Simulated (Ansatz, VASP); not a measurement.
# Al2O3 (Corundum) in VASP and in Ansatz

INCAR

```
ALGO = Normal
EDIFF = 1E-6
EDIFFG = -0.005
ENCUT = 600
GGA = RE
IBRION = 2
ISIF = 3
ISMEAR = -1
LASPH = T
LCHARG = F
LREAL = F
LWAVE = F
NELM = 80
NSW = 60
PREC = Accurate
SIGMA = 0.05
```

File KPOINTS:

```
k-points
0
Gamma
  7 7 7
```

The input POSCAR:

```
Al2O3
1.0
    2.3802500000      1.3742379782      4.3318666667
   -2.3802500000      1.3742379782      4.3318666667
    0.0000000000     -2.7484759565      4.3318666667
Al O
4 6
Direct
    0.8521600000      0.8521600000      0.8521600000
    0.6478400000      0.6478400000      0.6478400000
    0.1478400000      0.1478400000      0.1478400000
    0.3521600000      0.3521600000      0.3521600000
    0.0566800000      0.7500000000      0.4433200000
    0.7500000000      0.4433200000      0.0566800000
    0.4433200000      0.0566800000      0.7500000000
    0.9433200000      0.2500000000      0.5566800000
    0.2500000000      0.5566800000      0.9433200000
    0.5566800000      0.9433200000      0.2500000000
```

Contents of input.yaml:

```yaml
crystal:
  lattice:
    - [2.38025, 1.3742379782, 4.3318666667]
    - [-2.38025, 1.3742379782, 4.3318666667]
    - [0.0, -2.7484759565, 4.3318666667]
  atoms:
    - { symbol: Al, position: [0.85216, 0.85216, 0.85216] }
    - { symbol: Al, position: [0.64784, 0.64784, 0.64784] }
    - { symbol: Al, position: [0.14784, 0.14784, 0.14784] }
    - { symbol: Al, position: [0.35216, 0.35216, 0.35216] }
    - { symbol: O, position: [0.05668, 0.75, 0.44332] }
    - { symbol: O, position: [0.75, 0.44332, 0.05668] }
    - { symbol: O, position: [0.44332, 0.05668, 0.75] }
    - { symbol: O, position: [0.94332, 0.25, 0.55668] }
    - { symbol: O, position: [0.25, 0.55668, 0.94332] }
    - { symbol: O, position: [0.55668, 0.94332, 0.25] }
hamiltonian:
  xc: revpbe
  pseudopotentials: { kind: paw }
kpoints:
  mp_grid: { grid: [7, 7, 7] }
scf:
  occupations: { method: fermi_dirac, width: 0.05 }
output:
  forces: true
  stress: true
relax:
  f_tol: 0.01
  max_steps: 40
  cell: { stress_tol: 0.05 }
```

Alike in both runs: task relaxation of cell and atoms; functional revPBE; k mesh 7 × 7 × 7; occupations fermi-dirac, width 0.05 eV; no spin polarisation.

|  | VASP | Ansatz |
| --- | --- | --- |
| version | VASP 6.6.1 | Ansatz 0.2.0 |
| potentials or method | VASP PAW PBE potentials, release 64 (Al, O) | Ansatz PAW |
| plane-wave cutoff (eV) | 600 | 420 |
| valence electrons in the cell | 48 | 48 |

VASP gave:

```
relaxed volume (Å³/atom)                                     : 8.87
relaxed cell length with the largest relative difference (Å) : 5.205
energy change over the relaxation (meV/atom)                 : -12
```

Task: Estimate Ansatz's values.

Result: Relaxed volume (Å³/atom): 8.91; relaxed cell length with the largest relative difference (Å): 5.211; energy change over the relaxation (meV/atom): -14.

Caveats: the PAW data sets were made with another functional, which shifts forces and pressure a little (VASP); the plane-wave basis is chosen anew once the cell has moved, so the energies of steps on either side of that aren't comparable (Ansatz); the pressure holds a Pulay correction of +0.8 GPa for the finite cutoff (Ansatz); the PAW data sets come from PBE, with cores solved anew for the run's functional, which leaves a small shift of forces and pressure (Ansatz). revPBE gives volumes clearly too large for solids. A k mesh can miss the band edges.
